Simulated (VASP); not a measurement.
PbSe (Clausthalite):

```
Pb Se
1.0
     0.00000    3.06065    3.06065
     3.06065    0.00000    3.06065
     3.06065    3.06065    0.00000
Pb Se
1 1
Direct
  0.00000 0.00000 0.00000
  0.50000 0.50000 0.50000
```

Base run:

| Item | Value |
| --- | --- |
| Program | VASP 6.6.1 |
| Functional | revTPSS |
| Potentials or basis | VASP PAW PBE potentials, release 64 (Pb_d, Se) |
| Cutoff | 520 eV |
| k mesh | 8 × 8 × 8 |
| Occupations | fermi-dirac, width 0.05 eV |
| Spin | no spin polarisation |

Its results: band gap on the k mesh 0.31 eV, direct; pressure 1.1 GPa.

Question: The run is repeated on the same cell with these changes: functional from revTPSS to MS2. What comes out?

Answer: Band gap on the k mesh 0.37 eV, direct; pressure 0.4 GPa.

Caveats: the PAW data sets were made with another functional, which shifts forces and pressure a little; spin-orbit coupling is left out, which as a rule narrows the gap of such compounds by several tenths of an eV.
